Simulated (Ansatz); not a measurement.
# CrCuO2: the cost of one run

Computed with Ansatz 0.2.0 (DFT PBE with spin–orbit coupling, plane waves, PAW (the target; the first runs use scalar-relativistic PBE), unless a step's input says otherwise).

1 further run of the same task is left out (it didn't finish).

### 1 The system as given

The structure is trigonal, space group R-3m (No. 166). The conventional cell has a = 2.983 Å, b = 2.983 Å, c = 17.157 Å, α = 90.00°, β = 90.00°, γ = 120.00°. Around Cr (site symmetry -3m) lie 6 O at 2.00 Å. Around Cu (site symmetry -3m) lie 2 O at 1.85 Å. Around O (site symmetry 3m) lie 1 Cu at 1.85 Å and 3 Cr at 2.00 Å.

Coordinates:

```cif
data_structure
_symmetry_space_group_name_H-M 'R-3m:H'
_symmetry_Int_Tables_number 166
_cell_length_a 2.9833
_cell_length_b 2.9833
_cell_length_c 17.1568
_cell_angle_alpha 90.000
_cell_angle_beta 90.000
_cell_angle_gamma 120.000
_cell_volume 132.24
loop_
_atom_site_label
_atom_site_type_symbol
_atom_site_symmetry_multiplicity
_atom_site_Wyckoff_symbol
_atom_site_fract_x
_atom_site_fract_y
_atom_site_fract_z
_atom_site_occupancy
Cr1 Cr 3 b 0.66667 0.33333 0.83333 1
Cu1 Cu 3 a 0.00000 0.00000 0.00000 1
O1 O 6 c 0.33333 0.66667 0.77459 1
```

The moments start at Cr 4.00; Cu 1.00 μB.

### 2 Full relaxation (PBE, 8×8×8 mesh)

The input, input.yaml:

```yaml
crystal:
  lattice:
    - [1.4916392529, 0.8611983243, 5.7189370162]
    - [-1.4916392529, 0.8611983243, 5.7189370162]
    - [0.0, -1.7223966484, 5.7189370162]
  atoms:
    - { symbol: Cr, position: [0.5, 0.5, 0.5], spin: 4.0 }
    - { symbol: Cu, position: [0.0, 0.0, 0.0], spin: 1.0 }
    - { symbol: O, position: [0.10792, 0.10792, 0.10792] }
    - { symbol: O, position: [0.89208, 0.89208, 0.89208] }
basis:
  ecutwfc: 420
  ecutrho_ratio: 4
kpoints:
  mp_grid: { grid: [8, 8, 8] }
hamiltonian:
  xc: pbe
scf:
  occupations: { method: gaussian, width: 0.05 }
output:
  forces: true
  stress: true
  eigenvalues: true
  populations: true
magnetization:
  spin_polarized: true
relax:
  f_tol: 0.03
  max_steps: 60
  cell: { stress_tol: 0.3 }
```

Launch:

```console
ansatz run input.yaml --threads 4 --pin off --max-ram 7168MiB --backend cpu --events-out ev --progress --plain --runs-dir out
```

**Question.** How long does this run take on 4 threads of Arm Neoverse V2, shared host, and how much memory does it need?

About 12 s, with a peak of 0.48 GiB.
